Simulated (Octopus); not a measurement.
Runs of Octopus 16.4 on TiB2. The structure is hexagonal, space group P6/mmm (No. 191). The conventional cell has a = 3.029 Å, b = 3.029 Å, c = 3.228 Å, α = 90.00°, β = 90.00°, γ = 120.00°. Ti (site symmetry 6/mmm) is surrounded by 12 B at 2.38 Å. B (site symmetry -6m2) is surrounded by 3 B at 1.75 Å. 

```tsv
task	level	potentials or basis	grid spacing	gap on the mesh (eV)	V0 of scaled cells (Å³/atom)	B0 (GPa)
equation of state	PBEsol	pseudodojo_pbesol (PseudoDojo 0.4, PBEsol)	-	-	8.40	(a)
single point	PBEsol	pseudodojo_pbesol (PseudoDojo 0.4, PBEsol)	0.121 × 0.121 × 0.124 Å	none	-	-
equation of state	PBE	pseudodojo_pbe (PseudoDojo 0.5, PBE)	-	-	8.57	255
single point	PBE	pseudodojo_pbe (PseudoDojo 0.5, PBE)	0.121 × 0.121 × 0.124 Å	none	-	-
```

Alike in all rows: no spin polarisation; cell as given; k mesh 10 × 10 × 8; smearing fermi-dirac 0.05 eV.

Problem. Fill in the values left out.

Solution. (a) 267.

Caveats: the number of grid points is fixed, so the spacing changes with the cell, which shifts volumes and moduli (some runs); the cell was scaled at fixed shape and fractional positions, which overstates the stiffness of a crystal with free parameters, most of all of layers and chains (some runs).

A k mesh can miss the band edges.

A gap of «none» marks a metal or a gap under the smearing width.

Not every run made on this cell is shown here.
